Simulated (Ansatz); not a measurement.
Here is an Ansatz 0.2.0 calculation.

The input input.yaml:

```yaml
crystal:
  lattice:
    - [4.520648, 0.0, 0.0]
    - [0.0, 4.520648, 0.0]
    - [0.0, 0.0, 4.317712]
  atoms:
    - { symbol: Cu, position: [0.0, 0.0, 0.0] }
    - { symbol: Cl, position: [0.0, 0.5, 0.0] }
    - { symbol: Cl, position: [0.5, 0.0, 0.0] }
hamiltonian:
  xc: r2scan
  pseudopotentials: { kind: paw }
kpoints:
  mp_grid: { grid: [6, 6, 6] }
  band_path:
    path:
      - [[0.0, 0.0, 0.0], [0.0, 0.5, 0.0], [0.5, 0.5, 0.0], [0.0, 0.0, 0.0], [0.0, 0.0, 0.5], [0.0, 0.5, 0.5], [0.5, 0.5, 0.5], [0.0, 0.0, 0.5]]
      - [[0.0, 0.5, 0.0], [0.0, 0.5, 0.5]]
      - [[0.5, 0.5, 0.0], [0.5, 0.5, 0.5]]
    npoints: 14
scf:
  occupations: { method: fermi_dirac, width: 0.05 }
  n_extra_bands: 7
output:
  forces: true
  stress: true
  eigenvalues: true
  fatbands: false
```

Potentials or basis: Ansatz PAW.

The run is started by

```sh
$ ansatz run input.yaml --threads 2 --pin off --max-ram 5632MiB --backend cpu --events-out ev --progress --plain --runs-dir out
```

Question: What does it give for the band gap on the k mesh?

Answer: None (metal or under the smearing width).

Question: What does it give for the pressure?

Answer: -0.8 GPa.

Levels at the corners of the path, in eV from the Fermi level:
```tsv
point	band 13	band 14	band 15	band 16	band 17	band 18	band 19	band 20	band 21	band 22
Γ	-1.82	-1.71	-0.99	-0.81	-0.81	3.12	6.64	9.96	10.80	11.07
X	-1.71	-1.62	-0.77	-0.70	-0.50	6.28	8.04	8.82	9.57	10.30
M	-1.20	-0.48	-0.48	0.12	1.83	7.16	8.07	8.47	8.47	10.11
Γ	-1.82	-1.71	-0.99	-0.81	-0.81	3.12	6.64	9.96	10.80	11.07
Z	-1.82	-1.59	-1.33	-0.78	-0.78	3.99	7.12	9.53	9.81	9.81
R	-1.71	-1.63	-0.72	-0.67	-0.62	5.91	7.78	8.92	10.59	11.04
A	-1.16	-0.69	-0.69	0.14	1.84	4.51	7.96	9.39	9.39	10.64
Z	-1.82	-1.59	-1.33	-0.78	-0.78	3.99	7.12	9.53	9.81	9.81
X	-1.71	-1.62	-0.77	-0.70	-0.50	6.28	8.04	8.82	9.57	10.30
R	-1.71	-1.63	-0.72	-0.67	-0.62	5.91	7.78	8.92	10.59	11.04
M	-1.20	-0.48	-0.48	0.12	1.83	7.16	8.07	8.47	8.47	10.11
A	-1.16	-0.69	-0.69	0.14	1.84	4.51	7.96	9.39	9.39	10.64
```

Caveat: an odd number of electrons without spin polarisation forces a metal; a magnetic or distorted state may lie lower; the run has no spin polarisation, though such a crystal can be magnetic; semilocal functionals often make such compounds metallic where correlation or magnetic order opens a gap, which also shifts bond lengths; the PAW data sets come from PBE, with cores solved anew for the run's functional, which leaves a small shift of forces and pressure. With open d or f shells a metallic result of r2SCAN can be an artefact of self-interaction; +U or a hybrid may open a gap.
